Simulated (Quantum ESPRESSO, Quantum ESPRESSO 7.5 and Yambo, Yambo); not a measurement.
**Quasiparticle gap of ZnSe (Stilleite) in Yambo**

Aim: the G0W0 gap of ZnSe (Stilleite) on PBE, step by step.

Method: PBE and many-body steps on it, plane waves, in Quantum ESPRESSO 7.5 and Yambo 5.3.0.

**What was measured.**

- Gap 2.695 ± 0.003 eV: excitonic gap from free-exciton PL, not corrected for exciton binding; photoluminescence; 300 K; bulk crystal (Bridgman-grown crystal, polished and etched) (“Alloy Disordering Effects on the Thermal Conductivity and Energy Gap Temperature Dependence of Cd1−xZnxSe Ternary Crystals Grown by the Bridgman Method”, 2023, pmc:10253836).

### 1. Set-up

The structure is cubic, space group F-43m (No. 216). The conventional cell has a = 5.668 Å, b = 5.668 Å, c = 5.668 Å, α = 90.00°, β = 90.00°, γ = 90.00°. Nearest to Zn lie 4 Se at 2.45 Å. Se has 4 Zn at 2.45 Å nearest. Farther neighbours and most contacts between anions are not listed.

The cell and positions come from the Crystallography Open Database and are kept as given unless a step says otherwise.

### 2. Ground state

This step: Quantum ESPRESSO 7.5; DFT, PBE, plane waves, norm-conserving pseudopotentials.

The ground-state density comes first.

pw.in

```
&control
  calculation = 'scf'
  prefix = 'x'
  outdir = 'o'
  pseudo_dir = 'pseudo'
/
&system
  ibrav = 0
  nat = 2
  ntyp = 2
  ecutwfc = 104.0
  nbnd = 27
  force_symmorphic = .true.
/
&electrons
  conv_thr = 1e-10
  electron_maxstep = 80
  mixing_beta = 0.5
/
ATOMIC_SPECIES
  Zn 65.38 Zn.upf
  Se 78.971 Se.upf
CELL_PARAMETERS angstrom
  -0.0000000000 2.8338000000 2.8338000000
  2.8338000000 -0.0000000000 2.8338000000
  2.8338000000 2.8338000000 0.0000000000
ATOMIC_POSITIONS crystal
  Zn 0.0000000000 0.0000000000 0.0000000000
  Se 0.2500000000 0.2500000000 0.2500000000
K_POINTS automatic
  6 6 6 0 0 0
```

On the command line:

```console
> OMP_NUM_THREADS=1 mpirun -n 8 pw.x -nk 8 -in pw.in > pw.out
```

The program printed:

```text
Program PWSCF v.7.5 starts

     This program is part of the open-source Quantum ESPRESSO suite
     for quantum simulation of materials; please cite
         "P. Giannozzi et al., J. Phys.:Condens. Matter 21 395502 (2009);
         "P. Giannozzi et al., J. Phys.:Condens. Matter 29 465901 (2017);
         "P. Giannozzi et al., J. Chem. Phys. 152 154105 (2020);
     in publications or presentations arising from this work. More details at
     Message from routine setup:
     using ibrav=0 with symmetry is DISCOURAGED, use correct ibrav instead

     G-vector sticks info

     bravais-lattice index     =            0
     lattice parameter (alat)  =       7.5733  a.u.
     unit-cell volume          =     307.1384 (a.u.)^3
     number of atoms/cell      =            2
     number of atomic types    =            2
     number of electrons       =        44.00
     number of Kohn-Sham states=           27
     kinetic-energy cutoff     =     104.0000  Ry
     charge density cutoff     =     416.0000  Ry
     scf convergence threshold =      1.0E-10
     mixing beta               =       0.5000
     number of iterations used =            8  plain     mixing
     Exchange-correlation= PBE
                           (   1   4   3   4   0   0   0)

     celldm(1)=   7.573263  celldm(2)=   0.000000  celldm(3)=   0.000000
     celldm(4)=   0.000000  celldm(5)=   0.000000  celldm(6)=   0.000000

     crystal axes: (cart. coord. in units of alat)
               a(1) = (  -0.000000   0.707107   0.707107 )
               a(2) = (   0.707107  -0.000000   0.707107 )
               a(3) = (   0.707107   0.707107   0.000000 )

     reciprocal axes: (cart. coord. in units 2 pi/alat)
               b(1) = ( -0.707107  0.707107  0.707107 )
               b(2) = (  0.707107 -0.707107  0.707107 )
               b(3) = (  0.707107  0.707107 -0.707107 )
     Pseudo is Norm-conserving + core correction, Zval = 20.0
     Generated using ONCVPSP code by D. R. Hamann
     Using radial grid of 1326 points,  6 beta functions with:
     Pseudo is Norm-conserving + core correction, Zval = 24.0
     Generated using ONCVPSP code by D. R. Hamann
     Using radial grid of 1214 points,  6 beta functions with:
     Zn               20.00    65.38000     Zn( 1.00)
     Se               24.00    78.97100     Se( 1.00)

     24 Sym. Ops. (no inversion) found

   Cartesian axes

     site n.     atom                  positions (alat units)
         1        Zn     tau(   1) = (   0.0000000   0.0000000   0.0000000  )
         2        Se     tau(   2) = (   0.3535534   0.3535534   0.3535534  )

     number of k points=    16
                       cart. coord. in units 2pi/alat
        k(    1) = (   0.0000000   0.0000000   0.0000000), wk =   0.0092593
        k(    2) = (   0.1178511   0.1178511  -0.1178511), wk =   0.0740741
        k(    3) = (   0.2357023   0.2357023  -0.2357023), wk =   0.0740741
        k(    4) = (  -0.3535534  -0.3535534   0.3535534), wk =   0.0370370
        k(    5) = (   0.2357023   0.0000000  -0.0000000), wk =   0.0555556
        k(    6) = (   0.3535534   0.1178511  -0.1178511), wk =   0.2222222
        k(    7) = (  -0.2357023  -0.4714045   0.4714045), wk =   0.2222222
        k(    8) = (  -0.1178511  -0.3535534   0.3535534), wk =   0.2222222
        k(    9) = (   0.0000000  -0.2357023   0.2357023), wk =   0.1111111
        k(   10) = (   0.4714045   0.0000000  -0.0000000), wk =   0.0555556
     [... 4 further rows ...]
        k(   15) = (  -0.1178511  -0.3535534   0.5892557), wk =   0.2222222
        k(   16) = (  -0.7071068   0.2357023   0.0000000), wk =   0.1111111

     Dense  grid:    44039 G-vectors     FFT dimensions: (  50,  50,  50)

     Initial potential from superposition of free atoms

     starting charge      43.9998, renormalised to      44.0000
     Starting wfcs are   23 randomized atomic wfcs +    4 random wfcs

     per-process dynamical memory:    33.2 Mb

     Self-consistent Calculation

     iteration #  1     ecut=   104.00 Ry     beta= 0.50

     Threshold (ethr) on eigenvalues was too large:
     Diagonalizing with lowered threshold

     total energy              =   -1094.69458315 Ry
     estimated scf accuracy    <       0.06866874 Ry

     iteration #  2     ecut=   104.00 Ry     beta= 0.50

     total energy              =   -1094.71110296 Ry
     estimated scf accuracy    <       0.00758633 Ry

     iteration #  3     ecut=   104.00 Ry     beta= 0.50

     total energy              =   -1094.71208362 Ry
     estimated scf accuracy    <       0.00096084 Ry

     iteration #  4     ecut=   104.00 Ry     beta= 0.50

     total energy              =   -1094.71214413 Ry
     estimated scf accuracy    <       0.00004366 Ry

     iteration #  5     ecut=   104.00 Ry     beta= 0.50

     total energy              =   -1094.71215037 Ry
     estimated scf accuracy    <       0.00000277 Ry

     iteration #  6     ecut=   104.00 Ry     beta= 0.50

     total energy              =   -1094.71215092 Ry
     estimated scf accuracy    <       0.00000008 Ry

     iteration #  7     ecut=   104.00 Ry     beta= 0.50

     total energy              =   -1094.71215094 Ry
     estimated scf accuracy    <          6.6E-09 Ry

     iteration #  8     ecut=   104.00 Ry     beta= 0.50

     total energy              =   -1094.71215094 Ry
     estimated scf accuracy    <          7.5E-10 Ry

     iteration #  9     ecut=   104.00 Ry     beta= 0.50

     total energy              =   -1094.71215094 Ry
     estimated scf accuracy    <          7.8E-10 Ry

     iteration # 10     ecut=   104.00 Ry     beta= 0.50

     End of self-consistent calculation

          k = 0.0000 0.0000 0.0000 (  5577 PWs)   bands (ev):

  -198.4430-137.9212-137.9212-137.9212-116.4660 -70.6256 -70.6256 -70.6256
   -38.0966 -38.0966 -38.0966 -38.0925 -38.0925  -4.4790   2.2368   2.2368
     2.2368   2.6049   2.6049   8.7791   8.7791   8.7791  10.0703  14.5929
    14.5929  14.5929  18.7189

          k = 0.1179 0.1179-0.1179 (  5510 PWs)   bands (ev):

  -198.4430-137.9212-137.9212-137.9212-116.4660 -70.6256 -70.6256 -70.6256
   -38.0966 -38.0965 -38.0965 -38.0924 -38.0924  -4.3047   2.2533   2.2634
     2.2634   2.6032   2.6032   6.8758   8.5270   8.5270  11.3325  14.6604
    14.9952  14.9952  19.2604

          k = 0.2357 0.2357-0.2357 (  5504 PWs)   bands (ev):

  -198.4430-137.9212-137.9212-137.9212-116.4660 -70.6257 -70.6256 -70.6256
   -38.0965 -38.0964 -38.0964 -38.0924 -38.0924  -3.9136   2.3079   2.3079
     2.4075   2.6115   2.6115   4.7258   8.1000   8.1000  11.4635  15.2671
    15.2671  16.3556  19.2138

          k =-0.3536-0.3536 0.3536 (  5480 PWs)   bands (ev):

     [... further k-points ...]

     highest occupied, lowest unoccupied level (ev):     8.7791   10.0703

!    total energy              =   -1094.71215094 Ry
     estimated scf accuracy    <          1.6E-12 Ry

     The total energy is the sum of the following terms:
     one-electron contribution =    -960.68639616 Ry
     hartree contribution      =     458.33134342 Ry
     xc contribution           =    -102.66706953 Ry
     ewald contribution        =    -489.69002867 Ry

     convergence has been achieved in  10 iterations

     XML data file, charge density, pseudopotentials, collected wavefunctions

=------------------------------------------------------------------------------=
   JOB DONE.
=------------------------------------------------------------------------------=
```

Wall time 6.3 s (8 MPI ranks of Arm Neoverse V2, shared host); peak memory 0.63 GiB; 50 s of CPU time.

This step gave:

```
total energy               : -14894.3176 eV
gap                        : 1.291 eV
k of the valence top       : 0, 0, 0
k of the conduction bottom : 0, 0, 0
least direct gap           : 1.291 eV
```

The gap is direct, at Γ.

### 3. Bands along the symmetry lines

Levels along a band path, at the cheap level, show where the edges lie and whether the meshes to come will hold them.

pw.in

```
&control
  calculation = 'bands'
  prefix = 'x'
  outdir = 'o'
  pseudo_dir = 'pseudo'
/
&system
  ibrav = 0
  nat = 2
  ntyp = 2
  ecutwfc = 104.0
  nbnd = 28
  force_symmorphic = .true.
/
&electrons
  conv_thr = 1e-9
  electron_maxstep = 80
  diago_full_acc = .true.
  diago_thr_init = 5e-6
/
ATOMIC_SPECIES
  Zn 65.38 Zn.upf
  Se 78.971 Se.upf
CELL_PARAMETERS angstrom
  -0.0000000000 2.8338000000 2.8338000000
  2.8338000000 -0.0000000000 2.8338000000
  2.8338000000 2.8338000000 0.0000000000
ATOMIC_POSITIONS crystal
  Zn 0.0000000000 0.0000000000 0.0000000000
  Se 0.2500000000 0.2500000000 0.2500000000
K_POINTS crystal
  50
  0.00000000 0.00000000 0.00000000 1
  -0.06250000 -0.06250000 0.00000000 1
  -0.12500000 -0.12500000 0.00000000 1
  -0.18750000 -0.18750000 0.00000000 1
  -0.25000000 -0.25000000 0.00000000 1
  -0.31250000 -0.31250000 0.00000000 1
  -0.37500000 -0.37500000 0.00000000 1
  -0.43750000 -0.43750000 0.00000000 1
  -0.50000000 -0.50000000 0.00000000 1
  -0.48437500 -0.48437500 0.03125000 1
  -0.46875000 -0.46875000 0.06250000 1
  -0.45312500 -0.45312500 0.09375000 1
  -0.43750000 -0.43750000 0.12500000 1
  -0.42187500 -0.42187500 0.15625000 1
  -0.40625000 -0.40625000 0.18750000 1
  -0.39062500 -0.39062500 0.21875000 1
  -0.37500000 -0.37500000 0.25000000 1
  -0.37500000 0.00000000 0.37500000 1
  -0.32812500 0.00000000 0.32812500 1
  -0.28125000 0.00000000 0.28125000 1
  -0.23437500 0.00000000 0.23437500 1
  -0.18750000 0.00000000 0.18750000 1
  -0.14062500 0.00000000 0.14062500 1
  -0.09375000 0.00000000 0.09375000 1
  -0.04687500 0.00000000 0.04687500 1
  0.00000000 0.00000000 0.00000000 1
  0.00000000 0.00000000 0.06250000 1
  0.00000000 0.00000000 0.12500000 1
  0.00000000 0.00000000 0.18750000 1
  0.00000000 0.00000000 0.25000000 1
  0.00000000 0.00000000 0.31250000 1
  0.00000000 0.00000000 0.37500000 1
  0.00000000 0.00000000 0.43750000 1
  0.00000000 0.00000000 0.50000000 1
  -0.06250000 -0.03125000 0.46875000 1
  -0.12500000 -0.06250000 0.43750000 1
  -0.18750000 -0.09375000 0.40625000 1
  -0.25000000 -0.12500000 0.37500000 1
  -0.31250000 -0.15625000 0.34375000 1
  -0.37500000 -0.18750000 0.31250000 1
  -0.43750000 -0.21875000 0.28125000 1
  -0.50000000 -0.25000000 0.25000000 1
  -0.50000000 -0.28125000 0.21875000 1
  -0.50000000 -0.31250000 0.18750000 1
  -0.50000000 -0.34375000 0.15625000 1
  -0.50000000 -0.37500000 0.12500000 1
  -0.50000000 -0.40625000 0.09375000 1
  -0.50000000 -0.43750000 0.06250000 1
  -0.50000000 -0.46875000 0.03125000 1
  -0.50000000 -0.50000000 0.00000000 1
```

The program printed:

```text
[banner, memory and clock lines left out]
Program PWSCF v.7.5 starts

     Atomic positions and unit cell read from directory:
     o/x.save/

     Message from routine setup:
     using ibrav=0 with symmetry is DISCOURAGED, use correct ibrav instead

     G-vector sticks info

     bravais-lattice index     =            0
     lattice parameter (alat)  =       7.5733  a.u.
     unit-cell volume          =     307.1384 (a.u.)^3
     number of atoms/cell      =            2
     number of atomic types    =            2
     number of electrons       =        44.00
     number of Kohn-Sham states=           28
     kinetic-energy cutoff     =     104.0000  Ry
     charge density cutoff     =     416.0000  Ry
     Exchange-correlation= PBE
                           (   1   4   3   4   0   0   0)

     celldm(1)=   7.573263  celldm(2)=   0.000000  celldm(3)=   0.000000
     celldm(4)=   0.000000  celldm(5)=   0.000000  celldm(6)=   0.000000

     crystal axes: (cart. coord. in units of alat)
               a(1) = (  -0.000000   0.707107   0.707107 )
               a(2) = (   0.707107  -0.000000   0.707107 )
               a(3) = (   0.707107   0.707107   0.000000 )

     reciprocal axes: (cart. coord. in units 2 pi/alat)
               b(1) = ( -0.707107  0.707107  0.707107 )
               b(2) = (  0.707107 -0.707107  0.707107 )
               b(3) = (  0.707107  0.707107 -0.707107 )
     Pseudo is Norm-conserving + core correction, Zval = 20.0
     Generated using ONCVPSP code by D. R. Hamann
     Using radial grid of 1326 points,  6 beta functions with:
     Pseudo is Norm-conserving + core correction, Zval = 24.0
     Generated using ONCVPSP code by D. R. Hamann
     Using radial grid of 1214 points,  6 beta functions with:
     Zn               20.00    65.38000     Zn( 1.00)
     Se               24.00    78.97100     Se( 1.00)

     24 Sym. Ops. (no inversion) found

   Cartesian axes

     site n.     atom                  positions (alat units)
         1        Zn     tau(   1) = (   0.0000000   0.0000000   0.0000000  )
         2        Se     tau(   2) = (   0.3535534   0.3535534   0.3535534  )

     number of k points=    50
                       cart. coord. in units 2pi/alat
        k(    1) = (   0.0000000   0.0000000   0.0000000), wk =   0.0400000
        k(    2) = (   0.0000000   0.0000000  -0.0883883), wk =   0.0400000
        k(    3) = (   0.0000000   0.0000000  -0.1767767), wk =   0.0400000
[...]
[... 38 further rows ...]
        k(   49) = (   0.0441942  -0.0000000  -0.7071068), wk =   0.0400000
        k(   50) = (   0.0000000   0.0000000  -0.7071068), wk =   0.0400000

     Dense  grid:    44039 G-vectors     FFT dimensions: (  50,  50,  50)

     The potential is recalculated from file :
     o/x.save/charge-density

     Starting wfcs are   23 randomized atomic wfcs +    5 random wfcs

     Band Structure Calculation

     End of band structure calculation

          k = 0.0000 0.0000 0.0000 (  5577 PWs)   bands (ev):

  -198.4430-137.9212-137.9212-137.9212-116.4660 -70.6256 -70.6256 -70.6256
   -38.0966 -38.0966 -38.0966 -38.0925 -38.0925  -4.4790   2.2368   2.2368
     2.2368   2.6048   2.6048   8.7791   8.7791   8.7791  10.0703  14.5929
    14.5929  14.5929  18.7189  20.2713

          k = 0.0000 0.0000-0.0884 (  5533 PWs)   bands (ev):

  -198.4430-137.9212-137.9212-137.9212-116.4660 -70.6257 -70.6256 -70.6256
   -38.0966 -38.0965 -38.0965 -38.0925 -38.0924  -4.4446   2.2344   2.2444
[...]
14.7705  14.7705  19.0507  19.4940

          k = 0.0000 0.0000-0.1768 (  5513 PWs)   bands (ev):

  -198.4430-137.9212-137.9212-137.9212-116.4660 -70.6257 -70.6257 -70.6257
[...]
15.2587  15.2587  18.2447  20.0328

          k =-0.0000 0.0000-0.2652 (  5525 PWs)   bands (ev):

[...]
k = 0.0000 0.0000-0.3536 (  5457 PWs)   bands (ev):

[...]
k = 0.0000-0.0000-0.4419 (  5498 PWs)   bands (ev):

[...]
k =-0.0000 0.0000-0.5303 (  5514 PWs)   bands (ev):

[...]
k = 0.0000-0.0000-0.6187 (  5514 PWs)   bands (ev):

[...]
k = 0.5303-0.0000-0.5303 (  5486 PWs)   bands (ev):

[...]
k = 0.0000 0.0000 0.0000 (  5577 PWs)   bands (ev):

[...]
k = 0.1326 0.0000-0.7071 (  5496 PWs)   bands (ev):

[...]
k = 0.0884-0.0000-0.7071 (  5482 PWs)   bands (ev):

[...]
k = 0.0442-0.0000-0.7071 (  5482 PWs)   bands (ev):

  -198.4430-137.9212-137.9212-137.9212-116.4660 -70.6257 -70.6257 -70.6257
[...]
19.3693  19.8449  20.0979  22.7171

          k = 0.0000 0.0000-0.7071 (  5514 PWs)   bands (ev):

  -198.4430-137.9212-137.9212-137.9212-116.4660 -70.6257 -70.6257 -70.6257
   -38.0967 -38.0962 -38.0962 -38.0925 -38.0923  -3.4224   2.2680   2.4896
     2.4896   2.6531   2.7852   4.0297   6.5968   6.5968  11.7736  12.2469
    19.5147  20.0353  20.0353  22.7657

     XML data file, pseudopotentials, collected wavefunctions
```

Wall time 4.2 s (8 MPI ranks); peak memory 0.54 GiB.

This step gave:

| Quantity | Value |
| --- | --- |
| gap | 1.291 eV |
| k of the valence top | 0, 0, 0 |
| k of the conduction bottom | 0, 0, 0 |
| least direct gap | 1.291 eV |

The gap is 1.291 eV, as in the run before at this level.

Electronic bands along the path, in eV, zero at the top of the highest filled band:

| point | band 19 | band 20 | band 21 | band 22 | band 23 | band 24 | band 25 | band 26 |
| --- | --- | --- | --- | --- | --- | --- | --- | --- |
| Γ | -6.17 | 0.00 | 0.00 | 0.00 | 1.29 | 5.81 | 5.81 | 5.81 |
| halfway | -6.15 | -2.88 | -1.25 | -1.25 | 3.93 | 4.04 | 8.04 | 8.04 |
| X | -5.99 | -4.75 | -2.18 | -2.18 | 2.99 | 3.47 | 10.74 | 11.26 |
| halfway | -5.96 | -4.74 | -2.56 | -2.08 | 3.26 | 4.06 | 9.97 | 10.51 |
| U | -5.91 | -4.71 | -3.08 | -1.79 | 3.59 | 5.60 | 9.05 | 9.28 |
| jump to K | -5.91 | -4.71 | -3.08 | -1.79 | 3.59 | 5.60 | 9.05 | 9.28 |
| halfway | -6.15 | -3.33 | -1.73 | -0.49 | 3.79 | 5.97 | 6.67 | 6.69 |
| Γ | -6.17 | 0.00 | 0.00 | 0.00 | 1.29 | 5.81 | 5.81 | 5.81 |
| halfway | -6.17 | -3.04 | -0.48 | -0.48 | 2.75 | 6.45 | 6.45 | 6.57 |
| L | -6.01 | -5.22 | -0.87 | -0.87 | 2.55 | 6.39 | 6.39 | 8.58 |
| halfway | -5.96 | -4.89 | -2.40 | -1.46 | 4.23 | 5.56 | 7.42 | 8.68 |
| W | -5.87 | -4.68 | -2.76 | -2.66 | 5.49 | 5.56 | 6.97 | 7.72 |
| halfway | -5.93 | -4.72 | -2.48 | -2.43 | 3.88 | 4.29 | 9.22 | 9.31 |
| X | -5.99 | -4.75 | -2.18 | -2.18 | 2.99 | 3.47 | 10.74 | 11.26 |

(Part 1 of 3 ends here.)

[Paths, hosts, dates, memory and timing lines, banners, echoed tables and standing remarks are left out of the program output.]

[Logs are printed without paths, hosts, clocks, repeated set-up lines and the standing remarks that a program may print on its own settings, such as how far it seeks lower states.]

[Runs of the session that timed out or met a known fault of the program may be left out.]

[Hosts, paths, dates, database ids (printed as entryN), source tags and the programs' standing remarks are cut or masked in the printed files.]
